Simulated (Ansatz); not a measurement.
Space group P6_3/mmc (No. 194). a = 2.719 Å, b = 2.719 Å, c = 4.408 Å, α = 90.00°, β = 90.00°, γ = 120.00°
| atom | site | symmetry | x | y | z |
| --- | --- | --- | --- | --- | --- |
| Ir | 2c | -6m2 | 0.6667 | 0.3333 | 0.7500 |

Equation of state of this Ir structure (not necessarily the ground state), with shape and atoms relaxed at each volume where symmetry leaves them free. It has no gap at any of these volumes. Level of theory: Ansatz 0.2.0, DFT PBEsol, scalar-relativistic, plane waves, PAW.

Cutoff 420 eV; k points 18×18×10 on the computed 2-atom cell (Γ-centred); Gaussian smearing, width 0.10 eV; no spin polarisation.

```tsv
V (Å³/atom)	E − E(largest V) (meV/atom)	P (GPa)
13.265	14.23	27.68
13.688	-38.27	12.59
14.111	-54.28	-0.01
14.535	-39.83	-10.51
14.958	0.00	-19.26
```

Question: Fit a third-order Birch–Murnaghan equation to E(V).

Answer: V0 = 14.11 Å³/atom, B0 = 383 GPa, B0' = 5.0.

Spin-orbit coupling is left out, which matters for the bands of heavy elements.

This form isn't the element's structure at ambient conditions.